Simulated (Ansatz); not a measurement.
Reaction (substitution at a C–N bond): `C=C[N]([GeH3])C(C)(C)C` + `CC(C)(C)O` → `CC(C)(C)OC(C)(C)C` + `C=C[NH][GeH3]`

Computed with Ansatz on PBE0-D4/def2-TZVP structures; ΔE is electronic, products minus reactants. CCSD(T)/CBS adds triple-zeta CCSD(T) − MP2 to the extrapolated MP2 energy (def2 sets, frozen cores). Functionals use def2-TZVPP. For Ge outer-core shells are correlated without core-valence functions, which leaves a few kJ/mol of doubt a bond. Scalar relativity is left out up to krypton. Each species was taken in one conformer, which may not be the lowest.

`C=C[N]([GeH3])C(C)(C)C`:

```xyz
23

C    -0.250   -0.569   -2.893
C     0.173   -0.633   -1.627
N    -0.182    0.188   -0.575
Ge   -0.601    1.959   -0.941
C     0.128   -0.266    0.797
C    -0.750    0.498    1.784
C     1.602   -0.024    1.120
C    -0.206   -1.750    0.953
H     0.152   -1.254   -3.625
H    -0.987    0.149   -3.235
H     0.889   -1.412   -1.375
H    -2.116    2.203   -0.828
H    -0.115    2.245   -2.364
H     0.125    2.874    0.062
H    -0.540    1.570    1.780
H    -0.566    0.139    2.798
H    -1.808    0.347    1.555
H     1.848   -0.375    2.126
H     1.839    1.041    1.063
H     2.245   -0.552    0.412
H     0.460   -2.395    0.378
H    -1.231   -1.946    0.632
H    -0.109   -2.036    2.002
```

`CC(C)(C)O`:

```xyz
15

C    -0.449    1.122    0.784
C    -0.152   -0.181    0.054
C    -0.556   -0.083   -1.406
C     1.320   -0.547    0.183
O    -0.957   -1.228    0.594
H    -1.512    1.359    0.714
H    -0.184    1.041    1.843
H     0.122    1.952    0.362
H    -1.619    0.147   -1.488
H    -0.370   -1.032   -1.912
H     0.012    0.700   -1.912
H     1.960    0.219   -0.262
H     1.517   -1.498   -0.315
H     1.603   -0.646    1.236
H    -0.735   -1.325    1.524
```

`CC(C)(C)OC(C)(C)C`:

Z-matrix (Å, degrees):
```
C
C 1 1.524
H 1 1.092 2 110.9
H 1 1.092 2 110.2 3 120.5
H 1 1.092 2 110.0 3 -120.3
C 2 1.524 1 108.9 3 -60.5
C 2 1.528 1 108.8 3 59.8
O 2 1.427 1 102.5 3 177.8
H 6 1.093 2 109.0 1 59.0
H 6 1.091 2 112.5 1 177.9
H 6 1.091 2 111.0 1 -59.9
H 7 1.093 2 109.9 1 -53.6
H 7 1.089 2 112.5 1 -173.6
H 7 1.092 2 109.8 1 65.4
C 8 1.427 2 126.8 1 164.2
C 15 1.524 8 102.5 2 164.2
C 15 1.524 8 114.5 2 46.4
C 15 1.528 8 111.4 2 -79.7
H 16 1.092 15 110.2 8 -61.6
H 16 1.092 15 110.8 8 177.8
H 16 1.092 15 110.0 8 57.6
H 17 1.091 15 111.0 8 54.2
H 17 1.093 15 109.0 8 173.1
H 17 1.091 15 112.4 8 -68.0
H 18 1.093 15 109.9 8 -165.9
H 18 1.089 15 112.5 8 74.2
H 18 1.092 15 109.8 8 -46.9
```

`C=C[NH][GeH3]`:

Cartesian coordinates in Å:
```
C 1.983 -0.649 0.629
C 0.917 0.091 0.323
N -0.123 -0.259 -0.512
Ge -1.780 0.540 -0.454
H 2.111 -1.657 0.249
H 2.762 -0.246 1.261
H 0.832 1.097 0.731
H -0.068 -1.199 -0.874
H -2.606 0.089 0.769
H -2.499 0.141 -1.748
H -1.530 2.052 -0.374
```

```tsv
level	ΔE (kJ/mol)	difference from CCSD(T)/CBS
BLYP-D4	13.0	-8.8
r2SCAN-D4	13.3	-8.5
B97M-V	9.6	-12.2
r2SCAN0-D4	14.7	-7.1
ωB97X-V	12.6	-9.2
PBE	13.3	-8.5
revPBE	11.0	-10.8
CCSD/def2-SVP	15.9	-5.9
CCSD(T)/def2-TZVPP	20.1	-1.7
MP2/CBS(def2)	28.3	6.5
CCSD(T)/CBS	21.8	0
```

Largest T1 diagnostic among the species: 0.012.

The D4 term adds +6.8 kJ/mol with B3LYP and +2.9 kJ/mol with PBE0; it sums over pairs of atoms, weighted by their polarisabilities, and B3LYP, whose exchange is more repulsive, gets the larger term. In def2-TZVPP, CCSD(T) changes the Hartree–Fock value by +19.5 kJ/mol (the triples alone add +2.4 kJ/mol) and MP2 by +26.0 kJ/mol. Leaving LDA and LC-ωPBE aside and taking each functional with its dispersion term where it has one, the values, not all of them listed here, spread over 11.8 kJ/mol, from B97M-V to revPBE-D4. LDA lies +5.8 kJ/mol from PBE without D4.

CCSD(T)/CBS has its own doubt, a few kJ/mol and more with outer-core shells, so smaller differences from it don't rank the levels.

B3LYP here is the variant with VWN-RPA as its local correlation; programs differ in this.
